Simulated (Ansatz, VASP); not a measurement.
Se: VASP beside Ansatz

```
Se
1.0
     4.30719    0.00000    0.00000
    -2.15360    3.73014    0.00000
     0.00000    0.00000    4.88665
Se
3
Direct
  0.77460 0.77460 0.00000
  0.00000 0.22540 0.66667
  0.22540 0.00000 0.33333
```

Change from the starting cell: volume scaled by 0.96.

Alike in both runs: task single point; functional PBE; k mesh 7 × 7 × 6; occupations fermi-dirac, width 0.05 eV; no spin polarisation.

```csv
,VASP,Ansatz
version,VASP 6.6.1,Ansatz 0.2.0
potentials or method,"VASP PAW PBE potentials, release 64 (Se)",Ansatz PAW
plane-wave cutoff (eV),520,420
valence electrons in the cell,18,48
```

|  | VASP | Ansatz | Ansatz less VASP |
| --- | --- | --- | --- |
| gap on the k mesh at the Fermi level (eV) | 1.18 | 1.18 | 0.000 |
| least direct gap on the mesh (eV) | 1.52 | 1.54 | +0.014 |
| pressure (GPa) | 5.7 | 5.5 | -0.17 |
| largest component of the traceless stress (GPa) | 2.25 | 2.19 | -0.061 |
| rms of the force components (eV/Å) | 0.514 | 0.491 | -0.0231 |

Atom by atom the forces differ by 0.023 eV/Å (rms over components). The functional is the same, so the differences come from potentials, cutoffs and numerics. The two sets of potentials don't hold the same shells in valence.

Caveats: an odd mesh through Γ misses points on the zone boundary, where band edges often lie (VASP); odd divisions of the mesh miss points on the zone boundary, where band edges often lie, so the gap on the mesh can be too wide (Ansatz).
